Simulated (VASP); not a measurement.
Crystal: GaN.

```xyz
2
Lattice="0.0000 2.2535 2.2535 2.2535 0.0000 2.2535 2.2535 2.2535 0.0000" Properties=species:S:1:pos:R:3 pbc="T T T"
Ga    0.0000    0.0000    0.0000
N     1.1268    1.1268    1.1268
```

The cell is a database's computed one.

| Quantity | Value |
| --- | --- |
| Program | VASP 6.6.1 |
| Task | relaxation of cell and atoms |
| Functional | r2SCAN0 |
| Potentials or basis | VASP PAW PBE potentials, release 64 (Ga_d, N) |
| Cutoff | 600 eV |
| k mesh | 5 × 5 × 5 |
| Occupations | gaussian, width 0.05 eV |
| Spin | no spin polarisation |

At the start: pressure -3.9 GPa; volume 11.44 Å³/atom.

Question: How do energy, volume and symmetry change on relaxing?

Answer: Over 3 steps the energy falls by 3.0 meV/atom and the volume is 11.21 Å³/atom (-2.0 %); space group F-43m (No. 216, to 0.05 Å).

The path:
| step | energy change (eV) | largest force (eV/Å) | pressure (GPa) | volume (Å³) |
| --- | --- | --- | --- | --- |
| 1 | 0.0000 | 0.0000 | -3.89 | 22.89 |
| 2 | 0.0003 | 0.0000 | 4.59 | 21.98 |
| 3 | -0.0059 | 0.0000 | -0.07 | 22.42 |

Final structure:
```cif
data_structure
_symmetry_space_group_name_H-M 'P 1'
_symmetry_Int_Tables_number 1
_cell_length_a 3.1653
_cell_length_b 3.1653
_cell_length_c 3.1653
_cell_angle_alpha 60.000
_cell_angle_beta 60.000
_cell_angle_gamma 60.000
_cell_volume 22.42
loop_
_atom_site_label
_atom_site_type_symbol
_atom_site_fract_x
_atom_site_fract_y
_atom_site_fract_z
_atom_site_occupancy
Ga1 Ga 0.00000 0.00000 0.00000 1
N1 N 0.25000 0.25000 0.25000 1
```

Caveat: the k mesh is coarse (spacing up to 0.48 Å⁻¹), so the values aren't converged, least of all with exact exchange; the PAW data sets were made with another functional, which shifts forces and pressure a little.
